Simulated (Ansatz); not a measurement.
Input file:

```yaml
crystal:
  lattice:
    - [0.0, 4.348, 4.348]
    - [4.348, 0.0, 4.348]
    - [4.348, 4.348, 0.0]
  atoms:
    - { symbol: Si, position: [0.0, 0.0, 0.0] }
    - { symbol: C, position: [0.125, 0.125, 0.125] }
    - { symbol: Si, position: [0.0, 0.0, 0.5] }
    - { symbol: C, position: [0.125, 0.125, 0.625] }
    - { symbol: Si, position: [0.0, 0.5, 0.0] }
    - { symbol: C, position: [0.125, 0.625, 0.125] }
    - { symbol: Si, position: [0.0, 0.5, 0.5] }
    - { symbol: C, position: [0.125, 0.625, 0.625] }
    - { symbol: Si, position: [0.5, 0.0, 0.0] }
    - { symbol: C, position: [0.625, 0.125, 0.125] }
    - { symbol: Si, position: [0.5, 0.0, 0.5] }
    - { symbol: C, position: [0.625, 0.125, 0.625] }
    - { symbol: Si, position: [0.5, 0.5, 0.0] }
    - { symbol: C, position: [0.625, 0.625, 0.125] }
    - { symbol: Si, position: [0.5, 0.5, 0.5] }
    - { symbol: C, position: [0.625, 0.625, 0.625] }
    - { symbol: H, position: [0.7521049, 0.2425594, 0.7539116], spin: 1.0 }
magnetization:
  spin_polarized: true
basis:
  ecutwfc: 420.0
kpoints:
  mp_grid: { grid: [2, 2, 2] }
hamiltonian:
  xc: pbe
  pseudopotentials: { kind: paw, azcp: { folder: soft_1 } }
scf:
  occupations: { method: gaussian, width: 0.05 }
  lower_state_search: "off"
relax:
  f_tol: 0.03
  max_steps: 60
  adjacent_minimum: "off"
```

Run as:

```bash
$ ansatz run input.yaml --threads 1 --pin off --max-ram 3072MiB --backend cpu --events-out ev --progress --plain --runs-dir out
```

Hardware: 1 thread of Intel(R) Xeon(R) Platinum 8175M CPU @ 2.50GHz (Skylake/Cascade Lake), on a shared host.

Q: Roughly how long does this run take, and how much memory?

A: 120 s, with a peak of 0.53 GiB, for 11 ionic steps.
